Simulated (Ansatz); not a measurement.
Write the native input for Ansatz 0.2.0 that does the following.

* Task: relaxation of cell and atoms
* Functional: PBE
* Potentials or basis: PseudoDojo stringent (PBE files)
* Cutoff: 599 eV
* Density cutoff: 2395 eV
* k mesh: 8 × 8 × 6
* Occupations: fermi-dirac, width 0.05 eV
* Spin: no spin polarisation

The system is P.

```xyz
4
Lattice="1.6477 -5.4650 0.0000 1.6477 5.4650 0.0000 0.0000 0.0000 4.5436" Properties=species:S:1:pos:R:3 pbc="T T T"
P     1.6477   -4.4173    2.6754
P     1.6477    4.4173    1.8683
P     1.6477   -1.0477    0.4035
P     1.6477    1.0477    4.1401
```

These files were run (other wordings do the same):

input.yaml

```yaml
crystal:
  lattice:
    - [1.6477431241, -5.4650377251, 0.0]
    - [1.6477431241, 5.4650377251, 0.0]
    - [0.0, 0.0, 4.54363559]
  atoms:
    - { symbol: P, position: [0.90414313, 0.09585687, 0.58881517] }
    - { symbol: P, position: [0.09585687, 0.90414313, 0.41118483] }
    - { symbol: P, position: [0.59585687, 0.40414313, 0.08881517] }
    - { symbol: P, position: [0.40414313, 0.59585687, 0.91118483] }
hamiltonian:
  xc: pbe
  pseudopotentials: { kind: nc, accuracy: stringent }
kpoints:
  mp_grid: { grid: [8, 8, 6] }
scf:
  occupations: { method: fermi_dirac, width: 0.05 }
output:
  forces: true
  stress: true
  eigenvalues: true
  write_density: true
  write_potential: true
  elf: true
  volumetric_format: npy
relax:
  f_tol: 0.01
  max_steps: 40
  cell: { stress_tol: 0.05 }
```

Potentials or basis: PseudoDojo stringent (PBE files).

Command:

```console
$ ansatz run input.yaml --threads 2 --pin off --max-ram 5632MiB --backend cpu --events-out ev --progress --plain --runs-dir out
```

Results of the run:

```
Relaxed volume                         : 21.29 Å³/atom
Relaxed cell                           : a = 5.878 Å, b = 5.878 Å, c = 4.558 Å, α = 90.00°, β = 90.00°, γ = 147.27°
Space group after relaxing (to 0.05 Å) : Cmce (No. 64)
Energy gained by relaxing              : 5.2 meV/atom
Ionic steps                            : 6
Pressure after relaxing                : 0.0 GPa
Largest force after relaxing           : 0.005 eV/Å
Band gap on the k mesh                 : 0.12 eV, direct
```

Caveat: the plane-wave basis is chosen anew once the cell has moved, so the energies of steps on either side of that aren't comparable.

It took 30 s on 2 threads of Arm Neoverse V2, on a shared host, peak memory 0.45 GiB.
